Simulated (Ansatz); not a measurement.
# Ir (Fm-3m) in Ansatz: a series of runs

The runs below take Ir through single point, relaxation of cell and atoms, with r2SCANh, PBEsol0.

All numbers are computed with Ansatz 0.2.0; they aren't measurements. Logs are shortened: lines on timing, memory, paths and dates and some standing lists are left out, and cuts for length are marked.

### 1 Starting point

Symmetry: Fm-3m, No. 225, cubic system. The conventional cell has a = 3.831 Å, b = 3.831 Å, c = 3.831 Å, α = 90.00°, β = 90.00°, γ = 90.00°. Around Ir (site symmetry m-3m) lie 12 Ir at 2.71 Å.

### 2 Single point, r2SCANh

The input, input.yaml:

```yaml
crystal:
  lattice:
    - [0.0, 1.9156, 1.9156]
    - [1.9156, 0.0, 1.9156]
    - [1.9156, 1.9156, 0.0]
  atoms:
    - { symbol: Ir, position: [0.0, 0.0, 0.0] }
hamiltonian:
  xc: r2scanh
  pseudopotentials: { kind: paw }
kpoints:
  mp_grid: { grid: [6, 6, 6] }
scf:
  occupations: { method: fermi_dirac, width: 0.05 }
output:
  forces: true
  stress: true
  eigenvalues: true
```

Potentials or basis: Ansatz PAW.

Launch:

```bash
> ansatz run input.yaml --threads 2 --pin off --max-ram 5632MiB --backend cpu --events-out ev --progress --plain --runs-dir out
```

Output:

```text
Warning: output.stress: scf.convergence.dr2_threshold = 1e-7 eV (the SCF's general default) is looser than the 1e-10 eV advised for a printed stress (1e-10 eV for each atom of the cell: 1). What an SCF threshold leaves in a stress goes as its square root, and in the free energy as the threshold itself, and one threshold admits the most on a small cell: of the crystals measured, under no hybrid functional and no lock of the moments, on runs that ended without the residual-converged pass, on stresses that held no estimate of that error, the worst erred by over 100 MPa in a component at 1e-7 eV an atom and by under 5 at 1e-10. Set scf.convergence.dr2_threshold to 1e-10 eV or tighter. The threshold is an SCF's pass mark: one that does not reach it within its budget of iterations ends unconverged, or closes short of it on a stop that the run arms, and scf.convergence.dr2_threshold's page says what that costs each kind of run
Warning: output.stress: scf.exx.energy_threshold = 1e-6 eV is looser than the 1e-8 eV advised for a stress under a hybrid functional (1e-8 eV for each atom of the cell: 1). Every SCF of the exchange loop can meet its threshold on dr2 while the loop round them stops early: no threshold on dr2 bounds what that leaves in the stress. Set scf.exx.energy_threshold to 1e-8 eV or tighter. The threshold is the loop's pass mark: a loop that does not reach it within its budget of cycles ends unconverged, and scf.exx.energy_threshold's page has the law
Warning: RAYON_NUM_THREADS=2 ignored (pool sized by the plan → 2); use --threads N
Engine: ansatz 0.2.0, aarch64-unknown-linux-gnu
Pseudopotentials: kind: paw
Pseudopotential: Ir, paw, valence charge 17, recommended cutoff 500 eV (meta_gga), Ir.paw.azcp
Functional definition: r2SCANh
  parameter a = 0.1
  parameter k0 = 0.174
  parameter k1 = 0.065
  parameter a1 = 4.9479
  exchange = (1 - a)*r2scan_x(k0 = k0, k1 = k1, a1 = a1) + a*exact_x
  correlation = r2scan_c
Crystal: 1 atoms, lattice volume = 14.059 Å³
Basis set: ecut = 500 eV, 339 PW (Γ), exchange–correlation on 80×80×80 points (64 copies of the dense FFT grid, shifted against one another)
Bands: 13, of which v1, the nominal top of the filled ones, is band 9 counted from 1 (8 counted from 0)
Symmetry: 48 space group operations
Space group: Fm-3m (ITA 225), of the structure as read, at distance tolerance 2.4e-5 Å
k-points: 16 of 216
Non-local potential: Ir, projectors of the file, l = 0: 3, l = 1: 2, l = 2: 2, l = 3: 1
PAW form: soft (Blöchl's): semilocal exchange-correlation on the pseudo side does not see the compensation charge
PAW frozen core: Ir, regenerated for the run's functional, and the local potential with it (the file was generated under x = pbe(κ = 0.804, μ = 0.2195149727645171), c = pbe(β = 0.06672455060314922))
PAW one-centre angular grid: Ir, 590 points (default); XC on 160 Gauss nodes
Initial density: superposition of atomic densities (neutral atoms: chi_scale 0, normalization atom), corrected by the library's trained network
Initial wavefunctions: pseudopotential atomic-orbital guess
Functional: x = r2scan, c = r2scan; τ floored in thin density (d = 2e-4 eV/Å³), warm-up for x = 0.9 r2scan + 0.1 exact, c = r2scan; τ floored in thin density (d = 2e-4 eV/Å³)
SCF iter   1: F=—  HF=-11948.623512 eV  |F-HF|=—  |Δ(HF+E_count)|=         —  Δρ=9.98e-3  dr2=3.30e-3  dr2_τ=3.21e-2  ethr=1.77e-3  ⟨swp⟩=6.4  Hψ=851  notcnv=0
preconditioner: auto → none  [insulator: Δε(μ)=0.261 eV  Ē_g=15.062 eV  σ=0.050 eV  W_gap=0.83  n_scr=0 (ndim 8)  ℏωp=29.7 eV  f_vac=0.000  D(μ)=1.15/eV (n_scr^D=14)]
SCF iter   2: F=—  HF=-11948.650235 eV  |F-HF|=—  |Δ(HF+E_count)|=   2.67e-2  Δρ=4.92e-3  dr2=8.26e-4  dr2_τ=1.96e-4  ethr=1.94e-5  ⟨swp⟩=3.1  Hψ=496  notcnv=0  defer=1
iter 3 solved again at ethr=1.01e-7 eV; its pass at ethr=4.86e-6 eV (dr2=1.72e-5 eV) is discarded
SCF iter   3: F=—  HF=-11948.650796 eV  |F-HF|=—  |Δ(HF+E_count)|=   5.61e-4  Δρ=3.85e-4  dr2=1.67e-5  dr2_τ=6.29e-6  ethr=1.01e-7  ⟨swp⟩=2.1  Hψ=767  notcnv=0
SCF iter   4: F=—  HF=-11948.650807 eV  |F-HF|=—  |Δ(HF+E_count)|=   1.13e-5  Δρ=1.76e-4  dr2=1.58e-6  dr2_τ=8.12e-7  ethr=9.84e-8  ⟨swp⟩=3.0  Hψ=425  notcnv=0
SCF iter   5: F=—  HF=-11948.650808 eV  |F-HF|=—  |Δ(HF+E_count)|=   1.51e-6  Δρ=7.85e-5  dr2=6.18e-7  dr2_τ=5.11e-8  ethr=9.32e-9  ⟨swp⟩=3.0  Hψ=432  notcnv=0
SCF iter   6: F=—  HF=-11948.650809 eV  |F-HF|=—  |Δ(HF+E_count)|=   5.91e-7  Δρ=1.79e-5  dr2=3.53e-8  dr2_τ=1.45e-9  ethr=3.64e-9  ⟨swp⟩=3.0  Hψ=416  notcnv=0
SCF iter   7: F=—  HF=-11948.650809 eV  |F-HF|=—  |Δ(HF+E_count)|=   4.38e-8  Δρ=5.30e-6  dr2=3.08e-9  dr2_τ=1.92e-10  ethr=2.08e-10  ⟨swp⟩=3.0  Hψ=419  notcnv=0
SCF iter   8: F=-11948.650809 eV  HF=-11948.650809 eV  |F-HF|=2.00e-11  |Δ(HF+E_count)|=   3.15e-9  Δρ=6.86e-7  dr2=4.43e-11  dr2_τ=4.12e-12  ethr=1.81e-11  ⟨swp⟩=3.0  Hψ=421  notcnv=0
SCF 1 converged in 8 iterations: F = -11948.650809 eV  dr2 = 4.43e-11
Initial density: handed on by an earlier stage of this run
Initial wavefunctions: those handed on with the density
Functional: x = 0.9 r2scan + 0.1 exact, c = r2scan; τ floored in thin density (d = 2e-4 eV/Å³)
Frozen-core exchange: fock
iter 1 solved again at ethr=5.71e-6 eV; its pass at ethr=1.00e-1 eV (dr2=9.71e-4 eV) is discarded
SCF iter   1: F=—  HF=-11947.035476 eV  |F-HF|=—  |Δ(HF+E_count)|=         —  Δρ=3.44e-3  dr2=1.34e-3  dr2_τ=3.21e-4  ethr=5.71e-6  ⟨swp⟩=4.1  Hψ=882  notcnv=0
preconditioner: auto → none  [insulator: Δε(μ)=0.447 eV  Ē_g=15.860 eV  σ=0.050 eV  W_gap=0.85  n_scr=0 (ndim 8)  ℏωp=29.7 eV  f_vac=0.000  D(μ)=0.98/eV (n_scr^D=14)]
SCF iter   2: F=—  HF=-11947.035162 eV  |F-HF|=—  |Δ(HF+E_count)|=   3.14e-4  Δρ=1.04e-3  dr2=3.08e-5  dr2_τ=5.53e-5  ethr=5.71e-6  ⟨swp⟩=3.0  Hψ=425  notcnv=0
SCF iter   3: F=—  HF=-11947.035194 eV  |F-HF|=—  |Δ(HF+E_count)|=   3.14e-5  Δρ=5.14e-4  dr2=6.94e-6  dr2_τ=7.28e-7  ethr=1.65e-7  ⟨swp⟩=3.0  Hψ=397  notcnv=0
SCF iter   4: F=—  HF=-11947.035194 eV  |F-HF|=—  |Δ(HF+E_count)|=   2.49e-7  Δρ=1.02e-4  dr2=1.01e-6  dr2_τ=2.36e-7  ethr=4.00e-8  ⟨swp⟩=3.0  Hψ=420  notcnv=0
SCF iter   5: F=-11947.035194 eV  HF=-11947.035194 eV  |F-HF|=2.03e-9  |Δ(HF+E_count)|=   2.70e-7  Δρ=6.84e-6  dr2=5.30e-9  dr2_τ=1.00e-9  ethr=5.90e-9  ⟨swp⟩=3.1  Hψ=466  notcnv=0
SCF 2 converged in 5 iterations: F = -11947.035194 eV  dr2 = 5.30e-9
hybrid outer 1: dexx = +2.416e-4 eV, tail = 1.12e-7 eV
Frozen-core exchange: fock
SCF iter   1: F=—  HF=-11947.035195 eV  |F-HF|=—  |Δ(HF+E_count)|=         —  Δρ=9.16e-6  dr2=4.31e-9  dr2_τ=3.95e-9  ethr=3.30e-9  ⟨swp⟩=5.0  Hψ=620  notcnv=0
preconditioner: auto → none  [insulator: Δε(μ)=0.444 eV  Ē_g=15.865 eV  σ=0.050 eV  W_gap=0.83  n_scr=0 (ndim 8)  ℏωp=29.7 eV  f_vac=0.000  D(μ)=0.97/eV (n_scr^D=14)]
SCF iter   2: F=-11947.035195 eV  HF=-11947.035195 eV  |F-HF|=1.89e-10  |Δ(HF+E_count)|=   1.22e-9  Δρ=4.32e-6  dr2=6.21e-10  dr2_τ=2.95e-10  ethr=2.47e-11  ⟨swp⟩=3.1  Hψ=410  notcnv=0
SCF 3 converged in 2 iterations: F = -11947.035195 eV  dr2 = 6.21e-10
  Residual-converged pass: ⟨swp⟩=2.4  Hψ=347  notcnv=0  max |occ|·‖R‖ = 2.4e-6 eV (tolerance 2.4e-6 eV)  dr2=6.20e-10  dr2_τ=3.03e-10  dr2_onsite=7.28e-11  max |Δocc| = 1.6e-12
hybrid outer 2: dexx = +1.097e-9 eV, tail = 1.99e-9 eV, Δε = 1.33e-4 eV (about 1.71e-5 eV left of the loop's levels)
Frozen-core exchange: fock
iter 1 solved again at ethr=5.69e-11 eV; its pass at ethr=1.00e-1 eV (dr2=9.67e-9 eV) is discarded
SCF iter   1: F=—  HF=-11947.035095 eV  |F-HF|=—  |Δ(HF+E_count)|=         —  Δρ=1.24e-5  dr2=2.03e-5  dr2_τ=6.87e-10  ethr=5.69e-11  ⟨swp⟩=4.2  Hψ=766  notcnv=0
preconditioner: auto → none  [insulator: Δε(μ)=0.434 eV  Ē_g=15.865 eV  σ=0.050 eV  W_gap=0.81  n_scr=0 (ndim 8)  ℏωp=29.7 eV  f_vac=0.000  D(μ)=0.95/eV (n_scr^D=14)]
SCF iter   2: F=—  HF=-11947.035181 eV  |F-HF|=—  |Δ(HF+E_count)|=   8.59e-5  Δρ=4.45e-6  dr2=2.95e-6  dr2_τ=1.16e-9  ethr=5.69e-11  ⟨swp⟩=3.2  Hψ=425  notcnv=0
SCF iter   3: F=-11947.035194 eV  HF=-11947.035194 eV  |F-HF|=7.71e-10  |Δ(HF+E_count)|=   1.26e-5  Δρ=3.96e-6  dr2=3.76e-9  dr2_τ=1.13e-9  ethr=1.19e-11  ⟨swp⟩=3.3  Hψ=494  notcnv=0
SCF 4 converged in 3 iterations: F = -11947.035194 eV  dr2 = 3.76e-9
hybrid outer 1: dexx = +1.591e-4 eV, tail = 2.13e-8 eV
Frozen-core exchange: fock
SCF iter   1: F=—  HF=-11947.035195 eV  |F-HF|=—  |Δ(HF+E_count)|=         —  Δρ=4.57e-6  dr2=3.98e-9  dr2_τ=1.33e-9  ethr=7.84e-10  ⟨swp⟩=2.6  Hψ=427  notcnv=0
iter 2 solved again at ethr=1.00e-12 eV; its pass at ethr=1.02e-11 eV (dr2=1.31e-10 eV) is discarded
SCF iter   2: F=-11947.035195 eV  HF=-11947.035195 eV  |F-HF|=7.28e-12  |Δ(HF+E_count)|=   7.00e-9  Δρ=1.61e-6  dr2=5.33e-10  dr2_τ=6.59e-11  ethr=1.00e-12  ⟨swp⟩=2.0  Hψ=750  notcnv=0
SCF 5 converged in 2 iterations: F = -11947.035195 eV  dr2 = 5.33e-10
hybrid outer 2: dexx = +1.068e-8 eV, tail = 1.21e-9 eV, Δε = 3.51e-4 eV (about 7.10e-5 eV left of the loop's levels)
exact exchange: an outer loop of this run ended on a state whose frontier levels can be filled otherwise, and a further loop was made from that state with electrons moved between them. It converged no lower than the two loops' stops tell apart, in 5 SCF iterations, so its state is not used
Frozen-core exchange: fock
iter 1 solved again at ethr=1.38e-9 eV; its pass at ethr=1.00e-1 eV (dr2=2.35e-7 eV) is discarded
SCF iter   1: F=—  HF=-11947.034253 eV  |F-HF|=—  |Δ(HF+E_count)|=         —  Δρ=6.69e-5  dr2=2.28e-4  dr2_τ=4.08e-8  ethr=1.38e-9  ⟨swp⟩=3.4  Hψ=702  notcnv=0
preconditioner: auto → none  [insulator: Δε(μ)=0.403 eV  Ē_g=15.865 eV  σ=0.050 eV  W_gap=0.72  n_scr=0 (ndim 8)  ℏωp=29.7 eV  f_vac=0.000  D(μ)=0.91/eV (n_scr^D=14)]
SCF iter   2: F=—  HF=-11947.034890 eV  |F-HF|=—  |Δ(HF+E_count)|=   6.37e-4  Δρ=1.81e-5  dr2=7.86e-5  dr2_τ=2.09e-8  ethr=1.38e-9  ⟨swp⟩=3.0  Hψ=410  notcnv=0
SCF iter   3: F=—  HF=-11947.035172 eV  |F-HF|=—  |Δ(HF+E_count)|=   2.82e-4  Δρ=3.91e-5  dr2=2.92e-6  dr2_τ=1.54e-8  ethr=1.87e-10  ⟨swp⟩=3.5  Hψ=442  notcnv=0
Mixer restart at iter 3: flushing history
SCF iter   4: F=-11947.035180 eV  HF=-11947.035180 eV  |F-HF|=7.95e-10  |Δ(HF+E_count)|=   7.55e-6  Δρ=1.64e-5  dr2=9.43e-9  dr2_τ=6.88e-9  ethr=1.87e-10  ⟨swp⟩=3.0  Hψ=463  notcnv=0
SCF 6 converged in 4 iterations: F = -11947.035180 eV  dr2 = 9.43e-9
hybrid outer 1: dexx = +1.926e-3 eV, tail = 1.73e-7 eV
Frozen-core exchange: fock
SCF iter   1: F=—  HF=-11947.035195 eV  |F-HF|=—  |Δ(HF+E_count)|=         —  Δρ=1.73e-5  dr2=1.76e-8  dr2_τ=8.12e-9  ethr=5.10e-9  ⟨swp⟩=2.5  Hψ=425  notcnv=0
SCF iter   2: F=-11947.035195 eV  HF=-11947.035195 eV  |F-HF|=3.71e-10  |Δ(HF+E_count)|=   2.45e-8  Δρ=8.30e-6  dr2=3.18e-9  dr2_τ=3.03e-10  ethr=5.96e-11  ⟨swp⟩=2.8  Hψ=365  notcnv=0
SCF 7 converged in 2 iterations: F = -11947.035195 eV  dr2 = 3.18e-9
  Residual-converged pass: ⟨swp⟩=2.7  Hψ=358  notcnv=0  max |occ|·‖R‖ = 2.4e-6 eV (tolerance 2.4e-6 eV)  dr2=3.17e-9  dr2_τ=3.17e-10  dr2_onsite=2.35e-10  max |Δocc| = 8.9e-13
hybrid outer 2: dexx = +3.559e-8 eV, tail = 7.44e-9 eV, Δε = 7.58e-4 eV (about 1.96e-4 eV left of the loop's levels)
exact exchange: an outer loop of this run ended on a state whose frontier levels can be filled otherwise, and a further loop was made from that state with electrons moved between them. It converged no lower than the two loops' stops tell apart, in 6 SCF iterations, so its state is not used
hybrid SCF converged: 2 outer / 7 inner (+8 warm-up), last move |dexx| = 1.10e-9 eV, tail = 1.99e-9 eV
Stability not checked: this state was not tested for a lower state beside it, because the functional holds exact exchange (a hybrid, or Hartree-Fock), whose exchange loop this test does not read (fock_operator; see scf.lower_state_search)
Free energy (F): -11947.035195 eV
Frozen-core exchange: fock
Harris-Foulkes:  -11947.035195 eV  (|F-HF|=1.89e-10)
Internal energy: -11947.026545 eV  (E = F + TS)
E sigma→0 (E₀):  -11947.030870 eV
Entropy (-TS):   -0.008650 eV (-8.650 meV/atom)
Fermi energy:    25.139039 eV
--- Per-component energies (eV) ---
  E_band       = -114.106365
  E_kinetic    = 623.262055
  E_local      = -1056.224175  (includes V_loc(G=0)·N_el)
  E_nonlocal   = 74.033413
  E_hartree    = 406.404965
  E_xc         = -232.533804
  E_vxc        = -302.416136  (∫ρ·V_xc dr)
  E_exx        = -25.593560  (= α·E_x^exact, valence–valence)
  E_paw        = -9245.142564  (= ΣΔE_a)
  E_vpaw       = -232.735174  (= ΣTr[D̂ρ^β])
  E_aug_tail   = -0.000014  (compensation charges beyond the density's cutoff)
  E_vtau       = 18.350668  (kinetic-family band-sum trace: ∫τ·v_τ [+ j·A + Jᵃ·Aᵃ] dr)
  E_ewald      = -2490.067375
  E_core_change = -1.165484  (= ΣΔE_core)
  E_smearing   = -0.008650  (= −TS)
  E_closure    = -0.000000  (closes the sum)
  Σ components = -11947.035195   (vs F -11947.035195, Δ=-1.82e-12)
--- Forces (eV/Å), atoms counted from 1 ---
  atom   1  Ir    -0.00000000     0.00000000     0.00000000
  max |Σ_I F_I| component: 1.15e-31 eV/Å
--- Stress (GPa, compression-positive) ---
        0.303605       0.000000       0.000000
        0.000000       0.303605       0.000000
        0.000000       0.000000       0.303605
  P = ⅓ Tr σ = 0.3036 GPa (3.036 kbar)
--- Band table (eV; the first three rows and the last of 16) ---
  k-point 0: bands = ["-71.0188", "-26.3253", "-26.3253", "-26.3253", "13.4918", "21.1872", "21.1872", "21.1872", "23.9996", "23.9996", "40.3764", "46.2634", "46.2634"]
  k-point 1: bands = ["-70.9980", "-26.5638", "-26.3574", "-26.3574", "14.7479", "20.6782", "21.6225", "21.6225", "23.9008", "23.9008", "42.1534", "42.9092", "48.3510"]
  k-point 2: bands = ["-70.9564", "-27.0270", "-26.4231", "-26.4231", "16.5491", "21.3642", "21.3642", "21.7360", "25.5019", "25.5019", "38.0358", "41.9410", "49.4267"]
  k-point 15: bands = ["-70.9083", "-27.0700", "-26.8050", "-26.6751", "17.9786", "18.6494", "22.1499", "24.2940", "27.5168", "33.2515", "35.1847", "37.2778", "40.0827"]
```

It took 13 s on 2 threads of Arm Neoverse V2, shared host; peak memory 0.61 GiB.

Results:

| Quantity | Value |
| --- | --- |
| Free energy | -11947.0352 eV |
| Pressure | 0.3 GPa |
| Band gap on the k mesh | none (metal or under the smearing width) |

Levels at points of the mesh, in eV from the Fermi level:
```csv
k point,band 6,band 7,band 8,band 9,band 10,band 11
"(0.00, 0.00, 0.00)",-3.95,-3.95,-3.95,-1.14,-1.14,15.24
"(0.00, 0.00, -0.50)",-4.14,-4.14,-0.38,1.68,1.68,8.83
"(0.00, -0.50, -0.50)",-7.72,1.43,2.35,2.35,2.44,12.34
```

Caveat: the k mesh is coarse (spacing up to 0.47 Å⁻¹), so the values aren't converged, least of all with exact exchange; the PAW data sets come from PBE, with cores solved anew for the run's functional, which leaves a small shift of forces and pressure; the thresholds are loose for stress.

[end of part 1 of 2]
